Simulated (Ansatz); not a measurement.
Runs of Ansatz 0.2.0 on MgB2. It takes space group P6/mmm (No. 191, hexagonal). The conventional cell has a = 3.085 Å, b = 3.085 Å, c = 3.523 Å, α = 90.00°, β = 90.00°, γ = 120.00°. Around Mg (site symmetry 6/mmm) lie 12 B at 2.51 Å. B (site symmetry -6m2) has 3 B at 1.78 Å as nearest neighbours. 

```csv
task,level,potentials or basis,cell,k mesh,cutoff (eV),smearing,points for each segment of the path,mesh quality,gap on the mesh (eV),pressure (GPa),relaxed volume (Å³/atom)
single point,PBE,Ansatz PAW,as given,3 × 3 × 3,420,fermi-dirac 0.05 eV,-,coarse,none,(a),-
phonons,PBEsol,Ansatz PAW,as given,7 × 7 × 6,420,fermi-dirac 0.05 eV,-,not flagged,none,-,-
relaxation of cell and atoms,PBE+D3(BJ),Ansatz PAW,relaxed,10 × 10 × 8,420,fermi-dirac 0.05 eV,-,not flagged,-,0.0,9.30
single point,PBE,Ansatz PAW,as given,10 × 10 × 8,420,gaussian 0.022 eV,-,not flagged,none,-0.9,-
band structure,PBEsol,JTH PAW,as given,10 × 10 × 8,900,fermi-dirac 0.05 eV,14,not flagged,none,-3.0,-
band structure,PBE,Ansatz PAW,as given,10 × 10 × 8,420,fermi-dirac 0.05 eV,14,not flagged,none,-0.9,-
relaxation of cell and atoms,PBE,Ansatz PAW,relaxed,10 × 10 × 8,420,fermi-dirac 0.05 eV,-,not flagged,none,0.0,(b)
band structure,PBEsol,Ansatz PAW earlier set,as given,10 × 10 × 8,710,fermi-dirac 0.05 eV,14,not flagged,none,-3.1,-
```

Alike in all rows: no spin polarisation.

Task: Estimate the missing entries.

Result: (a) -1.9; (b) 9.62.

Caveats: some runs use coarse meshes; the PAW data sets come from PBE, with cores solved anew for the run's functional, which leaves a small shift of forces and pressure (some runs); the plane-wave basis is chosen anew once the cell has moved, so the energies of steps on either side of that aren't comparable (some runs).

A k mesh can miss the band edges.

A gap of «none» marks a metal or a gap under the smearing width.

Not every run made on this cell is shown here.
